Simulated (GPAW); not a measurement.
# WC (Qusongite) (P-6m2) in GPAW: further runs

The runs below take WC (Qusongite) through single point, with PBE.

All numbers are computed with GPAW 26.7.0; they aren't measurements. Logs are shortened: lines on timing, memory, paths and dates and some standing lists are left out, and cuts for length are marked. The log counts tension as positive stress, the text compression.

## 1. The crystal as given

Symmetry: P-6m2, No. 187, hexagonal system. The conventional cell has a = 2.907 Å, b = 2.907 Å, c = 2.837 Å, α = 90.00°, β = 90.00°, γ = 120.00°. W (site symmetry -6m2) is surrounded by 6 C at 2.20 Å. C (site symmetry -6m2) has 6 W at 2.20 Å as nearest neighbours.

## 2. Single point, PBE

The input, run.py:

```python
from ase.dft.bandgap import bandgap
from ase.io import read, write
from ase.units import GPa
from gpaw import GPAW, PW

atoms = read('POSCAR')

calc = GPAW(mode=PW(800),
            xc='PBE',
            kpts={'size': (10, 10, 9), 'gamma': True},
            occupations={'name': 'methfessel-paxton', 'order': 0, 'width': 0.012},
            nbands=19,
            convergence={'density': 1e-05, 'energy': 1e-05},
            maxiter=150,
            txt='gpaw.txt')
atoms.calc = calc
energy = atoms.get_potential_energy()
forces = atoms.get_forces()
stress = atoms.get_stress()
calc.write('gs.gpw')
write('result.traj', atoms)
print(f'Energy: {energy:.6f} eV')
print('Forces (eV/A):')
print(forces.round(4))
print('Stress (GPa):', (stress / GPa).round(3))
print('Fermi level:', round(calc.get_fermi_level(), 4), 'eV')
print(f'Gap: {bandgap(calc)[0]:.4f} eV, direct: {bandgap(calc, direct=True)[0]:.4f} eV')
```

The input, POSCAR:

```
WC
1.0
    2.9065000000      0.0000000000      0.0000000000
   -1.4532500000      2.5171028361      0.0000000000
    0.0000000000      0.0000000000      2.8366000000
W C
1 1
Direct
    0.0000000000      0.0000000000      0.0000000000
    0.6666666667      0.3333333333      0.5000000000
```

Potentials or basis: GPAW PAW data sets (gpaw-data 1.2.1), pw.

Run with:

```bash
> OMP_NUM_THREADS=1 python run.py
```

gpaw.txt:

```text
__  _  _
 | _ |_)|_||  |
 |__||  | ||/\| - 26.7.0

Input parameters:
  mode=PW(ecut=800.0),
  convergence={'density': 1e-05, 'energy': 1e-05},
  kpts=MonkhorstPack(size=(10, 10, 9), gamma=True),
  maxiter=150,
  nbands=19,
  occupations=Occupations(name='methfessel-paxton', order=0, width=0.012),
  xc=XC(name='PBE')

Diagonalizing LCAO Hamiltonian
Converting LCAO to pw mode

           C

       W

Atoms  # Å, Bohr magnetons
|   | symbol |        x |        y |        z |    initial magnetic moments |
|---|--------|----------|----------|----------|-----------------------------|
| 0 |      W | 0.000000 | 0.000000 | 0.000000 | ( 0.0000,  0.0000,  0.0000) |
| 1 |      C | 1.453250 | 0.839034 | 1.418300 | ( 0.0000,  0.0000,  0.0000) |

Unit cell  # Å
| periodic |         x |        y |        z |  lengths |     angles |
|----------|-----------|----------|----------|----------|------------|
|      yes |  2.906500 | 0.000000 | 0.000000 | 2.906500 |  90.000000 |
|      yes | -1.453250 | 2.517103 | 0.000000 | 2.906500 |  90.000000 |
|      yes |  0.000000 | 0.000000 | 2.836600 | 2.836600 | 120.000000 |

Number of symmetries: 12
Symmetry operations  # r_c * U_cc + t_c -> r_c
|    | kind |            matrix            |
|----|------|------------------------------|
|  0 |  σ   |  1, 1, 0,  0,-1, 0,  0, 0, 1 |
|  1 |  C2  |  1, 1, 0,  0,-1, 0,  0, 0,-1 |
|  2 |  E   |  1, 0, 0,  0, 1, 0,  0, 0, 1 |
|  3 |  σ   |  1, 0, 0,  0, 1, 0,  0, 0,-1 |
|  4 |  C3  |  0, 1, 0, -1,-1, 0,  0, 0, 1 |
|  5 |  S3  |  0, 1, 0, -1,-1, 0,  0, 0,-1 |
|  6 |  σ   |  0,-1, 0, -1, 0, 0,  0, 0, 1 |
|  7 |  C2  |  0,-1, 0, -1, 0, 0,  0, 0,-1 |
|  8 |  σ   | -1, 0, 0,  1, 1, 0,  0, 0, 1 |
|  9 |  C2  | -1, 0, 0,  1, 1, 0,  0, 0,-1 |
| 10 |  C3  | -1,-1, 0,  1, 0, 0,  0, 0, 1 |
| 11 |  S3  | -1,-1, 0,  1, 0, 0,  0, 0,-1 |

BZ-sampling:
  Number of BZ points: 900
  Number of IBZ points: 70

  Monkhorst-Pack size: [10, 10, 9]
  Monkhorst-Pack shift: [0.05, 0.05, 0.0]

K-points  # in reciprocal-cell coordinates
|     |                                coordinates |     weight |
|-----|--------------------------------------------|------------|
|   0 | (  0.00000000,   0.00000000,   0.00000000) | 0.00111111 |
|   1 | (  0.00000000,   0.00000000,   0.11111111) | 0.00222222 |
|   2 | (  0.00000000,   0.00000000,   0.22222222) | 0.00222222 |
|   3 | (  0.00000000,   0.00000000,   0.33333333) | 0.00222222 |
|   4 | (  0.00000000,   0.00000000,   0.44444444) | 0.00222222 |
|   5 | (  0.10000000,   0.00000000,   0.00000000) | 0.00666667 |
|   6 | (  0.10000000,   0.00000000,   0.11111111) | 0.01333333 |
|   7 | (  0.10000000,   0.00000000,   0.22222222) | 0.01333333 |
|   8 | (  0.10000000,   0.00000000,   0.33333333) | 0.01333333 |
|   9 | (  0.10000000,   0.00000000,   0.44444444) | 0.01333333 |
| ... |                                            |            |
|  69 | (  0.50000000,   0.50000000,   0.44444444) | 0.00666667 |

Plane wave coefficients: 1083
Cutoff: 800.0 eV

Spin-components: 1 (collinear spins)
Bands:           19
Projectors:      11
Spin-degeneracy: 2
Datatype:        complex128

Parallelization:
  kpt:    1
  domain: 1
  band:   1

Density:
  Valence electrons: 18.0
  Components: 1
  Grid points: [20 20 20]
  Charge: 0.0  # |e|

Potential:
  Grid points: [20 20 20]

species:
  W:
    name:    Tungsten
    Z:       74.0
    valence: 14
    core:    60
    charge:  0.0  # [|e|]
    compensation charges:
      type: gauss
      rc: 0.40  # [Å]
      lmax: 2
    cutoffs:
      filter: 2.36  # [Å]
      core: 3.02  # [Å]
    projectors
    | kind |    occ | energy [eV] | rcut [Å] |
    |------|--------|-------------|----------|
    |   5s |  2.000 |     -78.830 |    1.344 |
    |   6s |  2.000 |      -5.697 |    1.344 |
    |   5p |  6.000 |     -43.233 |    1.355 |
    |   6p |  0.000 |      -1.367 |    1.355 |
    |   5d |  4.000 |      -4.494 |    1.228 |
    |    d |        |      22.717 |    1.228 |

    Using partial waves for W as LCAO basis

  C:
    name:    Carbon
    Z:       6.0
    valence: 4
    core:    2
    charge:  0.0  # [|e|]
    compensation charges:
      type: gauss
      rc: 0.20  # [Å]
      lmax: 2
    cutoffs:
      filter: 1.14  # [Å]
      core: 1.14  # [Å]
    projectors
    | kind |    occ | energy [eV] | rcut [Å] |
    |------|--------|-------------|----------|
    |   2s |  2.000 |     -13.751 |    0.635 |
    |   2p |  2.000 |      -5.284 |    0.635 |
    |    s |        |      13.461 |    0.635 |
    |    p |        |      21.927 |    0.635 |
    |    d |        |       0.000 |    0.635 |

    Using partial waves for C as LCAO basis

Reference energy: -439799.299771  # eV

eigensolver:
  PPCG
  Converge bands: occupied
  niter=2

density mixing:
  MSR1-Mixer
  Pratt-step length: 0.05
  Maximum mixing coefficient: 0.75
  Old densities: 10
  SVD Regularization: 0.005
  Good broyden scale: 1.0
  Trust region scale: 1.0
  Backstep threshold: 4.0
  History deletion threshold: 6.0
  Fourier metric: weight=20.0, sigma=0.015

occupation numbers:
  Methfessel-Paxton:
    width: 0.0120  # eV
    order: 0

poisson solver:
  ecut: 6400.0  # eV

xc functional:
  name: PBE with 2 nearest neighbor stencil

convergence criteria:
- Maximum integral of absolute [dens]ity change: 1e-05 electrons / valence electron
- Maximum [total energy] change in last 3 cyles: 1e-05 eV / valence electron
- Maximum integral of absolute [eigenst]ate change: 4e-08 eV^2 / valence electron
maximum number of iterations: 150

SCF iterations
|iter     | |      energy | eigst |  dens |
|---------|-|-------------|-------|-------|
|iter:   1| |  -22.658179 | -0.14 |       |
|iter:   2| |  -22.177137 | -2.66 | -0.93 |
|iter:   3| |  -21.104093 | -1.68 | -0.99 |
|iter:   4| |  -21.111569 | -3.61 | -1.70 |
|iter:   5| |  -21.118934 | -3.68 | -1.93 |
|iter:   6| |  -21.118888 | -5.64 | -3.07 |
|iter:   7| |  -21.118890c| -6.85 | -3.65 |
|iter:   8| |  -21.118890c| -8.22c| -4.28 |
|iter:   9| |  -21.118890c| -8.02c| -4.98 |
|iter:  10| |  -21.118890c| -8.94c| -5.56c|

Converged in 10 steps
Energy contributions relative to reference atoms: (reference = -439799.299771)

Energy contributions:
  Kinetic:          17.188465
  Coulomb:         -18.873614
  Zero:              0.060514
  External:          0.000000
  Xc:              -19.494200
  Entropy:          -0.000109
  Spinorbit:         0.000000
  ----------------------------
  Free energy:     -21.118945
  Extrapolated:    -21.118890

dipole moment: (-4.703322, -9.800811, -10.578730)  # |e|*Ang

Fermi level: 14.158
Eigenvalues  # (at kpt = [0.000, 0.000, 0.000])
| band index |      eig [eV] | occ [0-2] |
|------------|---------------|-----------|
|          0 |       -59.648 |     2.000 |
|          1 |       -23.894 |     2.000 |
|          2 |       -23.787 |     2.000 |
|          3 |       -23.787 |     2.000 |
|          4 |        -0.280 |     2.000 |
|          5 |         9.847 |     2.000 |
[... 8 lines left out ...]
|         14 |        28.532 |     0.000 |
|         15 |        30.950 |     0.000 |
|        ... |               |           |
|         18 |        38.126 |     0.000 |

No gap
No difference between direct/indirect transitions

Forces  # eV/Ang
|        x |        y |       z |
|----------|----------|---------|
|  0.00000 | -0.00000 | 0.00000 |  # W    0
| -0.00000 |  0.00000 | 0.00000 |  # C    1

Stress tensor  # eV/Ang^3
|         x |         y |         z |
|-----------|-----------|-----------|
| -0.035016 |  0.000000 |  0.000000 |
|  0.000000 | -0.035016 |  0.000000 |
|  0.000000 |  0.000000 | -0.030372 |

# Writing to gs.gpw (mode='')
```

Wall time 22 s (1 thread of Arm Neoverse V1, shared host); peak memory 0.17 GiB.

Results:

- Free energy: -21.1189 eV
- Pressure: 5.4 GPa
- Band gap on the k mesh: none (metal or under the smearing width)

Stress tensor (GPa, compression positive):
```
5.61 0.00 0.00
0.00 5.61 0.00
0.00 0.00 4.87
```

Spin-orbit coupling is left out, which matters for the levels of W.

## 3. Single point, PBE

run.py, as its differences from that of step 2:

```diff
@@ -10,3 +10,3 @@
             kpts={'size': (10, 10, 9), 'gamma': True},
-            occupations={'name': 'methfessel-paxton', 'order': 0, 'width': 0.012},
+            occupations={'name': 'methfessel-paxton', 'order': 0, 'width': 0.011},
             nbands=19,
```

POSCAR is that of step 2.

Potentials or basis: GPAW PAW data sets (gpaw-data 1.2.1), pw.

Run with:

```bash
> OMP_NUM_THREADS=1 python run.py
```

gpaw.txt:

```text
__  _  _
 | _ |_)|_||  |
 |__||  | ||/\| - 26.7.0

Input parameters:
  mode=PW(ecut=800.0),
  convergence={'density': 1e-05, 'energy': 1e-05},
  kpts=MonkhorstPack(size=(10, 10, 9), gamma=True),
  maxiter=150,
  nbands=19,
  occupations=Occupations(name='methfessel-paxton', order=0, width=0.011),
  xc=XC(name='PBE')

Diagonalizing LCAO Hamiltonian
Converting LCAO to pw mode

           C

       W

Atoms  # Å, Bohr magnetons
|   | symbol |        x |        y |        z |    initial magnetic moments |
|---|--------|----------|----------|----------|-----------------------------|
| 0 |      W | 0.000000 | 0.000000 | 0.000000 | ( 0.0000,  0.0000,  0.0000) |
| 1 |      C | 1.453250 | 0.839034 | 1.418300 | ( 0.0000,  0.0000,  0.0000) |

Unit cell  # Å
| periodic |         x |        y |        z |  lengths |     angles |
|----------|-----------|----------|----------|----------|------------|
|      yes |  2.906500 | 0.000000 | 0.000000 | 2.906500 |  90.000000 |
|      yes | -1.453250 | 2.517103 | 0.000000 | 2.906500 |  90.000000 |
|      yes |  0.000000 | 0.000000 | 2.836600 | 2.836600 | 120.000000 |

Number of symmetries: 12
Symmetry operations  # r_c * U_cc + t_c -> r_c
|    | kind |            matrix            |
|----|------|------------------------------|
|  0 |  σ   |  1, 1, 0,  0,-1, 0,  0, 0, 1 |
|  1 |  C2  |  1, 1, 0,  0,-1, 0,  0, 0,-1 |
|  2 |  E   |  1, 0, 0,  0, 1, 0,  0, 0, 1 |
|  3 |  σ   |  1, 0, 0,  0, 1, 0,  0, 0,-1 |
|  4 |  C3  |  0, 1, 0, -1,-1, 0,  0, 0, 1 |
|  5 |  S3  |  0, 1, 0, -1,-1, 0,  0, 0,-1 |
|  6 |  σ   |  0,-1, 0, -1, 0, 0,  0, 0, 1 |
|  7 |  C2  |  0,-1, 0, -1, 0, 0,  0, 0,-1 |
|  8 |  σ   | -1, 0, 0,  1, 1, 0,  0, 0, 1 |
|  9 |  C2  | -1, 0, 0,  1, 1, 0,  0, 0,-1 |
| 10 |  C3  | -1,-1, 0,  1, 0, 0,  0, 0, 1 |
| 11 |  S3  | -1,-1, 0,  1, 0, 0,  0, 0,-1 |

BZ-sampling:
  Number of BZ points: 900
  Number of IBZ points: 70

  Monkhorst-Pack size: [10, 10, 9]
  Monkhorst-Pack shift: [0.05, 0.05, 0.0]

K-points  # in reciprocal-cell coordinates
|     |                                coordinates |     weight |
|-----|--------------------------------------------|------------|
|   0 | (  0.00000000,   0.00000000,   0.00000000) | 0.00111111 |
|   1 | (  0.00000000,   0.00000000,   0.11111111) | 0.00222222 |
|   2 | (  0.00000000,   0.00000000,   0.22222222) | 0.00222222 |
|   3 | (  0.00000000,   0.00000000,   0.33333333) | 0.00222222 |
|   4 | (  0.00000000,   0.00000000,   0.44444444) | 0.00222222 |
|   5 | (  0.10000000,   0.00000000,   0.00000000) | 0.00666667 |
|   6 | (  0.10000000,   0.00000000,   0.11111111) | 0.01333333 |
|   7 | (  0.10000000,   0.00000000,   0.22222222) | 0.01333333 |
|   8 | (  0.10000000,   0.00000000,   0.33333333) | 0.01333333 |
|   9 | (  0.10000000,   0.00000000,   0.44444444) | 0.01333333 |
| ... |                                            |            |
|  69 | (  0.50000000,   0.50000000,   0.44444444) | 0.00666667 |

Plane wave coefficients: 1083
Cutoff: 800.0 eV

Spin-components: 1 (collinear spins)
Bands:           19
Projectors:      11
Spin-degeneracy: 2
Datatype:        complex128

Parallelization:
  kpt:    1
  domain: 1
  band:   1

Density:
  Valence electrons: 18.0
  Components: 1
  Grid points: [20 20 20]
  Charge: 0.0  # |e|

Potential:
  Grid points: [20 20 20]

species:
  W:
    name:    Tungsten
    Z:       74.0
    valence: 14
    core:    60
    charge:  0.0  # [|e|]
    compensation charges:
      type: gauss
      rc: 0.40  # [Å]
      lmax: 2
    cutoffs:
      filter: 2.36  # [Å]
      core: 3.02  # [Å]
    projectors
    | kind |    occ | energy [eV] | rcut [Å] |
    |------|--------|-------------|----------|
    |   5s |  2.000 |     -78.830 |    1.344 |
    |   6s |  2.000 |      -5.697 |    1.344 |
    |   5p |  6.000 |     -43.233 |    1.355 |
    |   6p |  0.000 |      -1.367 |    1.355 |
    |   5d |  4.000 |      -4.494 |    1.228 |
    |    d |        |      22.717 |    1.228 |

    Using partial waves for W as LCAO basis

  C:
    name:    Carbon
    Z:       6.0
    valence: 4
    core:    2
    charge:  0.0  # [|e|]
    compensation charges:
      type: gauss
      rc: 0.20  # [Å]
      lmax: 2
    cutoffs:
      filter: 1.14  # [Å]
      core: 1.14  # [Å]
    projectors
    | kind |    occ | energy [eV] | rcut [Å] |
    |------|--------|-------------|----------|
    |   2s |  2.000 |     -13.751 |    0.635 |
    |   2p |  2.000 |      -5.284 |    0.635 |
    |    s |        |      13.461 |    0.635 |
    |    p |        |      21.927 |    0.635 |
    |    d |        |       0.000 |    0.635 |

    Using partial waves for C as LCAO basis

Reference energy: -439799.299771  # eV

eigensolver:
  PPCG
  Converge bands: occupied
  niter=2

density mixing:
  MSR1-Mixer
  Pratt-step length: 0.05
  Maximum mixing coefficient: 0.75
  Old densities: 10
  SVD Regularization: 0.005
  Good broyden scale: 1.0
  Trust region scale: 1.0
  Backstep threshold: 4.0
  History deletion threshold: 6.0
  Fourier metric: weight=20.0, sigma=0.015

occupation numbers:
  Methfessel-Paxton:
    width: 0.0110  # eV
    order: 0

poisson solver:
  ecut: 6400.0  # eV

xc functional:
  name: PBE with 2 nearest neighbor stencil

convergence criteria:
- Maximum integral of absolute [dens]ity change: 1e-05 electrons / valence electron
- Maximum [total energy] change in last 3 cyles: 1e-05 eV / valence electron
- Maximum integral of absolute [eigenst]ate change: 4e-08 eV^2 / valence electron
maximum number of iterations: 150

SCF iterations
|iter     | |      energy | eigst |  dens |
|---------|-|-------------|-------|-------|
|iter:   1| |  -22.658175 | -0.14 |       |
|iter:   2| |  -22.177130 | -2.66 | -0.93 |
|iter:   3| |  -21.104076 | -1.68 | -0.99 |
|iter:   4| |  -21.111564 | -3.61 | -1.70 |
|iter:   5| |  -21.118929 | -3.68 | -1.93 |
|iter:   6| |  -21.118885 | -5.64 | -3.07 |
|iter:   7| |  -21.118887c| -6.85 | -3.65 |
|iter:   8| |  -21.118887c| -8.20c| -4.28 |
|iter:   9| |  -21.118887c| -8.05c| -4.99 |
|iter:  10| |  -21.118887c| -8.98c| -5.59c|

Converged in 10 steps
Energy contributions relative to reference atoms: (reference = -439799.299771)

Energy contributions:
  Kinetic:          17.189330
  Coulomb:         -18.874392
  Zero:              0.060504
  External:          0.000000
  Xc:              -19.494280
  Entropy:          -0.000098
  Spinorbit:         0.000000
  ----------------------------
  Free energy:     -21.118936
  Extrapolated:    -21.118887

dipole moment: (-4.703302, -9.800813, -10.578721)  # |e|*Ang

Fermi level: 14.159
Eigenvalues  # (at kpt = [0.000, 0.000, 0.000])
| band index |      eig [eV] | occ [0-2] |
|------------|---------------|-----------|
|          0 |       -59.648 |     2.000 |
|          1 |       -23.894 |     2.000 |
|          2 |       -23.787 |     2.000 |
|          3 |       -23.787 |     2.000 |
|          4 |        -0.280 |     2.000 |
|          5 |         9.847 |     2.000 |
[... 8 lines left out ...]
|         14 |        28.532 |     0.000 |
|         15 |        30.950 |     0.000 |
|        ... |               |           |
|         18 |        38.126 |     0.000 |

No gap
No difference between direct/indirect transitions

Forces  # eV/Ang
|        x |       y |       z |
|----------|---------|---------|
|  0.00000 | 0.00000 | 0.00000 |  # W    0
| -0.00000 | 0.00000 | 0.00000 |  # C    1

Stress tensor  # eV/Ang^3
|         x |         y |         z |
|-----------|-----------|-----------|
| -0.035009 |  0.000000 |  0.000000 |
|  0.000000 | -0.035009 |  0.000000 |
|  0.000000 |  0.000000 | -0.030386 |

# Writing to gs.gpw (mode='')
```

Wall time 18 s (1 thread of Arm Neoverse V2, shared host); peak memory 0.17 GiB.

Results:

```yaml
Free_energy: -21.1189 eV
Pressure: 5.4 GPa
Band_gap_on_the_k_mesh: none (metal or under the smearing width)
```

Spin-orbit coupling is left out, which matters for the levels of W.
